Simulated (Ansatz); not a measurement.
Level of theory: DFT PBE, scalar-relativistic, plane waves, PAW (Ansatz). Settings: cutoff 420 eV, Γ-centred meshes spaced at most about 0.3 Å⁻¹, and about 0.25 Å⁻¹ or finer for metals (2π included), Gaussian smearing. No spin polarisation.

Temperature and zero-point effects are left out.

Question: Which of these relaxed structures of Hf₂SiO₄ is the lowest in energy?
A.

```
Hf Si O
1.0
     0.00000    4.33388    4.33388
     4.33388    0.00000    4.33388
     4.33388    4.33388    0.00000
Hf Si O
4 2 8
Cartesian
  1.0835 3.2504 3.2504
  3.2504 1.0835 3.2504
  3.2504 3.2504 1.0835
  1.0835 1.0835 1.0835
  6.5008 6.5008 6.5008
  4.3339 4.3339 4.3339
  5.5509 5.5509 7.4507
  5.5509 7.4507 5.5509
  7.4507 5.5509 5.5509
  7.4507 7.4507 7.4507
  3.3840 5.2838 5.2838
  5.2838 3.3840 5.2838
  5.2838 5.2838 3.3840
  3.3840 3.3840 3.3840
```

B.

```
Hf Si O
1.0
     3.20721    0.00000    0.00000
    -1.60361    2.77753    0.00000
     0.00000    0.00000   16.42877
Hf Si O
2 1 4
Direct
  0.00000 0.00000 0.67111
  0.00000 0.00000 0.32889
  0.00000 0.00000 0.00000
  0.33333 0.66667 0.61078
  0.66667 0.33333 0.38922
  0.66667 0.33333 0.73143
  0.33333 0.66667 0.26857
```

C.

```
Hf Si O
1.0
     5.49354   -1.68896    0.00000
     5.49354    1.68896    0.00000
    -1.30034    0.00000    5.78243
Hf Si O
2 1 4
Direct
  0.76747 0.76747 0.74892
  0.23253 0.23253 0.25108
  0.00000 0.00000 0.00000
  0.81409 0.81409 0.41194
  0.18591 0.18591 0.58806
  0.64797 0.64797 0.98481
  0.35203 0.35203 0.01519
```

Answer: B. The next of these, C, lies 125 meV/atom higher. Forms: B P-3m1; C C2/m; A Fd-3m. Counting O atoms around Hf and Si (those within 1.25 times the shortest such distance or 1.15 times the sum of covalent radii, 1.27 where that leaves under three; a plus sign parts nearer from farther groups; the shortest distance is added where it exceeds 1.18 times the sum of covalent radii): B has Hf 6, Si 6+6 from 4.8 Å; C has Hf 6, Si 4 from 2.4 Å; A has Hf 6, Si 4. All come from invented guesses.

No dispersion correction is applied, so the spacing and binding between layers, chains or molecules are poorly described (P-3m1), and this can change margins and order among such cells. Spin–orbit coupling, which can matter for Hf, is left out. Cells relaxed within their symmetry can be saddle points. Some candidate types were left out of the draw beforehand, so a known form may be missing.
